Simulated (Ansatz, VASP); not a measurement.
# One calculation of Sb, two programs

```
Sb
1.0
    -3.97554    3.97554    1.99811
     3.97554   -3.97554    1.99811
     3.97554    3.97554   -1.99811
Sb
4
Direct
  0.65126 0.15126 0.80253
  0.15126 0.34874 0.50000
  0.34874 0.84874 0.19747
  0.84874 0.65126 0.50000
```

Change from the starting cell: volume scaled by 0.96.

Alike in both runs: task single point; functional PBEsol; k mesh 7 × 7 × 7; occupations fermi-dirac, width 0.05 eV; no spin polarisation.

```csv
,VASP,Ansatz
version,VASP 6.6.1,Ansatz 0.2.0
potentials or method,"VASP PAW PBE potentials, release 64 (Sb)",Ansatz PAW
plane-wave cutoff (eV),520,420
valence electrons in the cell,20,60
```

Ansatz gave:

* gap on the k mesh at the Fermi level (eV): none
* pressure (GPa): 1.5
* largest component of the traceless stress (GPa): 0.65
* rms of the force components (eV/Å): 0.013

What did VASP give for the same quantities?

gap on the k mesh at the Fermi level (eV): none; pressure (GPa): 1.6; largest component of the traceless stress (GPa): 0.69; rms of the force components (eV/Å): 0.008.

Atom by atom the forces differ by 0.005 eV/Å (rms over components). A gap of «none» marks a metal or a gap that the smearing closes. With one functional, cell and mesh, what is left measures potentials, basis and numerics. The two sets of potentials don't hold the same shells in valence.

Caveats: the PAW data sets were made with another functional, which shifts forces and pressure a little (VASP); the PAW data sets come from PBE, with cores solved anew for the run's functional, which leaves a small shift of forces and pressure (Ansatz). The runs have no spin-orbit coupling, so splittings on Sb are missing.
